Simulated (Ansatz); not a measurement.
Results of RPBE (plane waves, PAW; Ansatz, a program for electronic structure) for rock-salt NaBr.

Numerical settings: plane-wave cutoff 520 eV, 10×10×10 k mesh, Fermi–Dirac smearing 0.01 eV, scalar-relativistic PAW data made under PBE.

The cell is scaled about its equilibrium volume:

```csv
V (Å³/atom),P (GPa),direct gap at Γ (eV)
27.930,1.14,4.319
28.524,0.72,4.262
29.118,0.34,4.207
29.713,0.00,4.155
30.307,-0.30,4.106
30.901,-0.57,4.058
31.495,-0.82,4.013
```

A straight line through the gaps at Γ against ln V gives a volume deformation potential dE_g(Γ)/d ln V of -2.5 eV: the gap at Γ widens under compression.

Measured, for comparison: band gap 7.1 eV (temperature not stated, not corrected to a static lattice; as tabulated in Aguado et al. (1998), arXiv:cond-mat/9809176).

Note: the cell is over a tenth larger than the published one: the level's own overestimate first of all, though another phase or state, or a fault of the published cell, is possible.

Spin–orbit coupling is not included.
